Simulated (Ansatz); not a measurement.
PbS: equation of state with PBEsol

PbS:

```xyz
2
Lattice="2.1127 1.2197 3.4519 -2.1127 1.2197 3.4519 0.0000 -2.4395 3.4519" Properties=species:S:1:pos:R:3 pbc="T T T"
Pb    0.0000    0.0000   10.1545
S     0.0000    0.0000    4.9193
```

The cell is a database's computed one.

| Property | Result |
| --- | --- |
| Program | Ansatz 0.2.0 |
| Task | equation of state |
| Functional | PBEsol |
| Potentials or basis | all-electron LAPW, scalar-relativistic |
| Basis error allowed | 0.001 eV/atom |
| k mesh | 8 × 8 × 8 |
| Occupations | fermi-dirac, width 0.05 eV |
| Spin | no spin polarisation |

The equilibrium volume is 25.72 Å³/atom, the bulk modulus at fixed shape and positions is 59 GPa and the pressure derivative of the bulk modulus is 4.2.

Energy against volume, from the lowest point:
| volume (Å³/atom) | energy (meV/atom) |
| --- | --- |
| 25.085 | 2.96 |
| 25.618 | 0.00 |
| 26.152 | 1.22 |
| 26.686 | 6.21 |
| 27.220 | 14.58 |
| 27.753 | 25.99 |
| 28.287 | 40.11 |

All runs of the series together: 110 s on 1 thread of Intel(R) Xeon(R) Platinum 8488C (Sapphire Rapids), on a shared host.

Caveat: the cell was scaled at fixed shape and fractional positions, which overstates the stiffness of a crystal with free parameters, most of all of layers and chains. The run has no spin-orbit coupling, so splittings on Pb are missing.
